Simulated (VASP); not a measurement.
# W: kinetic-energy density

W, Im-3m (no. 229), 1 atom in the cell. PBE; PAW potentials W_sv (PBE set).

## Input

INCAR:
```
PREC = Accurate
ENCUT = 520
EDIFF = 1E-7
ISMEAR = 1
SIGMA = 0.1
LREAL = False
LASPH = True
ALGO = Normal
NELM = 100
ISIF = 2
LWAVE = False
LCHARG = True
LTAU = True
```

KPOINTS:
```
k-points
0
Gamma
  10 10 10
```

POSCAR:
```
W
1.0
   -1.5823450000      1.5823450000      1.5823450000
    1.5823450000     -1.5823450000      1.5823450000
    1.5823450000      1.5823450000     -1.5823450000
W
1
Direct
    0.0000000000      0.0000000000      0.0000000000
```

Commands:
```
cat potpaw_PBE.64/W_sv/POTCAR > POTCAR
mpirun -np 1 vasp_std > vasp.out
```

## Result

- Kinetic energy of the pseudo orbitals (eV): 261.74

VASP 6.6.1 took 4.9 s on 1 core (Intel Xeon Platinum 8559C (Emerald Rapids)), a shared host.
